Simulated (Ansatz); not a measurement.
# Zn2Si3N: the cost of one run

Method: DFT PBE, scalar-relativistic, plane waves, PAW, in Ansatz 0.2.0.

### Step 1. The system as given

The structure is trigonal, space group R-3m (No. 166). The conventional cell has a = 5.053 Å, b = 5.053 Å, c = 11.960 Å, α = 90.00°, β = 90.00°, γ = 120.00°. Around Zn (site symmetry 3m) lie 9 Si at 2.87 to 2.94 Å and 3 N at 2.96 Å and 4 Zn at 3.02 to 3.07 Å. Si (site symmetry 2/m) has 2 N at 2.47 Å and 4 Si at 2.53 Å and 6 Zn at 2.87 to 2.94 Å as nearest neighbours. N (site symmetry -3m) has 6 Si at 2.47 Å and 6 Zn at 2.96 Å as nearest neighbours.

As a file:

```xyz
6
Lattice="2.5263 1.4586 3.9866 -2.5263 1.4586 3.9866 0.0000 -2.9171 3.9866" Properties=species:S:1:pos:R:3 pbc="T T T"
Zn    0.0000    0.0000    7.4914
Zn    0.0000    0.0000    4.4683
Si   -1.2632    0.7293    1.9933
Si    1.2632    0.7293    1.9933
Si    0.0000   -1.4586    1.9933
N     0.0000    0.0000    0.0000
```

Recipe of the guess: species swapped into a database cell of Tb2Al3Co (R-3m, No. 166), with Zn on the Tb sites, Si on the Al sites and N on the Co sites. Its size is a rough estimate.

### Step 2. Probe: one point on a coarse mesh

input.yaml reads:

```yaml
crystal:
  lattice:
    - [2.52631786, 1.45857029, 3.98658563]
    - [-2.52631786, 1.45857029, 3.98658563]
    - [0.0, -2.91714059, 3.98658563]
  atoms:
    - { symbol: Zn, position: [0.62638599, 0.62638599, 0.62638599] }
    - { symbol: Zn, position: [0.37361401, 0.37361401, 0.37361401] }
    - { symbol: Si, position: [0.0, 0.5, 0.0] }
    - { symbol: Si, position: [0.5, 0.0, 0.0] }
    - { symbol: Si, position: [0.0, 0.0, 0.5] }
    - { symbol: "N", position: [0.0, 0.0, 0.0] }
basis:
  ecutwfc: 420
kpoints:
  mp_grid: { grid: [6, 6, 6] }
hamiltonian:
  xc: pbe
scf:
  occupations: { method: gaussian, width: 0.1 }
  lower_state_search: "off"
output:
  forces: true
  stress: true
  eigenvalues: true
```

Command:

```
> ansatz run input.yaml --threads 1 --pin off --max-ram 2560MiB --backend cpu --events-out ev --progress --plain --runs-dir out
```

What time and memory should one allow on 1 thread of AMD EPYC 7R43 (Zen 3), shared host?

About 6.1 s, with a peak of 0.44 GiB.
